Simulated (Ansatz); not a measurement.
Crystal: Cu.

```
Cu
1.0
     0.00000    1.80750    1.80750
     1.80750    0.00000    1.80750
     1.80750    1.80750    0.00000
Cu
1
Direct
  0.00000 0.00000 0.00000
```

- Program: Ansatz 0.2.0
- Task: relaxation of cell and atoms
- Functional: BLYP
- Dispersion: D4
- Potentials or basis: all-electron LAPW, scalar-relativistic
- Basis error allowed: 0.001 eV/atom
- k mesh: 13 × 13 × 13
- Occupations: fermi-dirac, width 0.05 eV
- Spin: no spin polarisation

At the start: volume 11.81 Å³/atom.

Q: How do energy, volume and symmetry change on relaxing?

A: Over 5 steps the energy falls by 6.0 meV/atom and the volume is 11.43 Å³/atom (-3.2 %); space group Fm-3m (No. 225, to 0.05 Å).

Step by step:
| step | energy change (eV) | largest force (eV/Å) | volume (Å³) |
| --- | --- | --- | --- |
| 1 | 0.0000 | 0.0000 | 11.81 |
| 2 | -0.0045 | 0.0000 | 11.61 |
| 3 | -0.0060 | 0.0000 | 11.42 |
| 4 | -0.0060 | 0.0000 | 11.43 |
| 5 | -0.0060 | 0.0000 | 11.43 |

Final structure:
```
Cu
1.0
     0.00000    1.78787    1.78787
     1.78787    0.00000    1.78787
     1.78787    1.78787    0.00000
Cu
1
Direct
  0.00000 0.00000 0.00000
```
